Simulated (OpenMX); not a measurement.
## AlN under changes of volume

One of the cells (10.417 Å³/atom); the others are scaled copies at fixed shape and fractional positions:

```xyz
2
Lattice="0.0000 2.1840 2.1840 2.1840 0.0000 2.1840 2.1840 2.1840 0.0000" Properties=species:S:1:pos:R:3 pbc="T T T"
Al    0.0000    0.0000    0.0000
N     1.0920    1.0920    1.0920
```

Measurements of this composition are mostly on another form, of space group No. 186.

| Quantity | Value |
| --- | --- |
| Program | OpenMX 3.8.5 |
| Functional | LDA |
| Potentials or basis | OpenMX 2013 LDA set, Al7.0-s2p2d1, N6.0-s2p2d1, fixed grid of 30 × 30 × 30 points |
| k mesh | 11 × 11 × 11 |
| Occupations | fermi-dirac, width 0.05 eV |
| Spin | no spin polarisation |

| volume (Å³/atom) | energy over the lowest point (meV/atom) | gap on the mesh (eV) |
| --- | --- | --- |
| 9.792 | 12.45 | 3.33 |
| 10.001 | 3.08 | 3.32 |
| 10.209 | 0.00 | 3.31 |
| 10.417 | 2.63 | 3.30 |
| 10.626 | 10.33 | 3.29 |
| 10.834 | 22.62 | 3.28 |
| 11.042 | ? | ? |

Q: What does the run at 11.042 Å³/atom give?

A: Energy over the lowest point 39.07 meV/atom; gap on the mesh 3.27 eV.

Worked out: A Birch-Murnaghan fit of order 3 (a polynomial in V^(-2/3)) to the other rows has its minimum at 10.21 Å³/atom with B0 = V·E''(V) = 213 GPa and B' = 4.1. It gives 39.03 meV/atom at 11.042 Å³/atom, against the run's 39.07. A straight line through the other rows of the gap, of slope -0.494 eV per unit of ln V, extrapolates to 3.27 eV, against the run's 3.27.

Energies are extrapolated to zero smearing.

Caveats: an odd mesh through Γ misses points on the zone boundary, where band edges often lie; the basis of atomic orbitals isn't converged, which shifts pressures, moduli and gaps.
